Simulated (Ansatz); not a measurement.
Co:

```
Co
1.0
     2.47056    0.00000    0.00000
    -1.23528    2.13957    0.00000
     0.00000    0.00000    8.08823
Co
4
Direct
  0.66667 0.33333 0.75000
  0.00000 0.00000 0.50000
  0.33333 0.66667 0.25000
  0.00000 0.00000 0.00000
```

- Program: Ansatz 0.2.0
- Task: single point
- Functional: PBEsol
- Potentials or basis: Ansatz PAW
- Cutoff: 420 eV (not typed: the program's choice for these potentials)
- k mesh: 12 × 12 × 4
- Occupations: fermi-dirac, width 0.05 eV
- Spin: collinear spin, ferromagnetic start
- Starting moments: [2.0, 2.0, 2.0, 2.0] μB

On this cell: pressure -5.7 GPa; largest force under 0.003 eV/Å; net moment 6.59 μB per cell; site moments Co +1.72, +1.70 μB; band gap on the k mesh none (metal or under the smearing width).

The same run follows on a disturbed copy (atoms moved at random, drawn with an rms of 0.05 Å):

```
CELL_PARAMETERS angstrom
2.47056 0.00000 0.00000
-1.23528 2.13957 0.00000
0.00000 0.00000 8.08823
ATOMIC_POSITIONS crystal
Co 0.66629 0.32673 0.74287
Co 0.98942 0.00200 0.49624
Co 0.34751 0.69536 0.25416
Co 0.01648 0.99819 0.99335
```

**Question.** What does the disturbed cell give?

**Answer.** The energy (extrapolated to zero smearing) moves by +9.4 meV/atom; pressure -5.2 GPa; largest force 0.686 eV/Å; net moment 6.59 μB per cell; site moments Co +1.71, +1.68, +1.73, +1.72 μB; band gap on the k mesh none (metal or under the smearing width).

Forces in eV/Å, atoms in the order of the input:
```
Co   0.003  0.055  0.376
Co   0.104  0.052  0.077
Co  -0.002 -0.145 -0.671
Co  -0.105  0.038  0.218
```

Stress tensor (GPa, compression positive):
```
-3.31 -0.01 -0.02
-0.01 -4.98  0.28
-0.02  0.28 -7.30
```

Caveats: the PAW data sets come from PBE, with cores solved anew for the run's functional, which leaves a small shift of forces and pressure.
